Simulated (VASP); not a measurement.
Write the native input for VASP 6.6.1 that does the following.

| Quantity | Value |
| --- | --- |
| Task | single point |
| Functional | LDA |
| Potentials or basis | VASP PAW LDA potentials, release 64 (Pt) |
| Cutoff | 520 eV |
| k mesh | 17 × 17 × 5 |
| Occupations | fermi-dirac, width 0.1 eV |
| Spin | no spin polarisation |
| Dipole correction | no |
| Further INCAR settings | ALGO = Fast; EDIFF = 1e-06; NBANDS = 28 |

The structure of Pt lies in POSCAR:

```
Pt
1.0
    2.7735722152      0.0000000000      0.0000000000
   -1.3867861076      2.4019839976      0.0000000000
    0.0000000000      0.0000000000      9.2517938138
Pt
4
Direct
    0.0000000000      0.0000000000      0.0000000000
    0.0000000000      0.0000000000      0.5000000000
    0.3333333333      0.6666666667      0.2500000000
    0.6666666667      0.3333333333      0.7500000000
```

This isn't the form of Pt at room conditions, which is fcc.

These files were run (other wordings do the same):

INCAR

```
PREC     = Accurate       # precision mode
ENCUT    = 520            # plane-wave cutoff, eV
EDIFF    = 1E-6           # SCF threshold, eV
ISMEAR   = -1             # smearing method
SIGMA    = 0.1            # smearing width, eV
LREAL    = False          # projectors in reciprocal space
LASPH    = True           # aspherical terms in the spheres
NELM     = 60             # most SCF steps
ALGO     = Fast           # electronic algorithm
ISIF     = 2              # what is computed and relaxed
LWAVE    = False          # write WAVECAR
LCHARG   = False          # write CHGCAR
NBANDS   = 28             # bands
```

KPOINTS

```
regular mesh
0
Gamma
  17 17 5
```

Potentials or basis: VASP PAW LDA potentials, release 64 (Pt).

Run with:

```sh
$ cat potpaw_LDA.64/Pt/POTCAR > POTCAR
$ mpirun -np 1 vasp_std > vasp.out
```

It gave:

The pressure is -10.1 GPa and the band gap on the k mesh is none (metal or under the smearing width).

It took 82 s on 1 thread of Intel(R) Xeon(R) 6975P-C (Granite Rapids), on a shared host, peak memory 0.25 GiB.
